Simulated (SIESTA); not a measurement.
Runs of SIESTA 5.4.2 on Cu. The structure is cubic, space group Fm-3m (No. 225). The conventional cell has a = 3.615 Å, b = 3.615 Å, c = 3.615 Å, α = 90.00°, β = 90.00°, γ = 90.00°. Around Cu (site symmetry m-3m) lie 12 Cu at 2.56 Å. 

```csv
task,level,potentials or basis,cell,optimiser,force tolerance,energy shift,gap on the mesh (eV),pressure (GPa)
relaxation of cell and atoms,PBE,"PseudoDojo 0.4 standard (PBE files), TZDP (energy shift 0.002 Ry)",relaxed,CG,0.02 eV/Å,0.002 Ry,none,0.0
band structure,PBE,"SG15 1.2 (PBE files) or PseudoDojo by element, DZP (energy shift 0.002 Ry)",as given,-,-,0.002 Ry,none,(a)
band structure,PBEsol,"PseudoDojo 0.4 standard (PBEsol files), DZP (energy shift 0.002 Ry)",as given,-,-,0.002 Ry,none,-7.8
band structure,PBE,"PseudoDojo 0.4 standard (PBE files), SZ (energy shift 0.002 Ry)",as given,-,-,0.002 Ry,none,43.0
band structure,PBE,"PseudoDojo 0.4 standard (PBE files), TZDP (energy shift 0.01 Ry)",as given,-,-,0.01 Ry,none,-1.3
```

Alike in all rows: no spin polarisation; k mesh 13 × 13 × 13; smearing fermi-dirac 0.05 eV; grid cutoff 800 Ry.

Task: Estimate the missing entries.

Result: (a) 4.1.

Caveats: the basis of atomic orbitals isn't converged, which shifts pressures, moduli and gaps; semicore shells carry a single zeta, which can move pressures by several GPa and volumes by a few percent (some runs); the basis has no polarisation orbitals (some runs); a pressure of tens of GPa on the cell as given is suspect, and the run, the potentials or the cell itself is likely at fault (some runs); short orbitals over semicore shells can move pressures by several GPa (some runs).

A gap of «none» marks a metal or a gap under the smearing width.
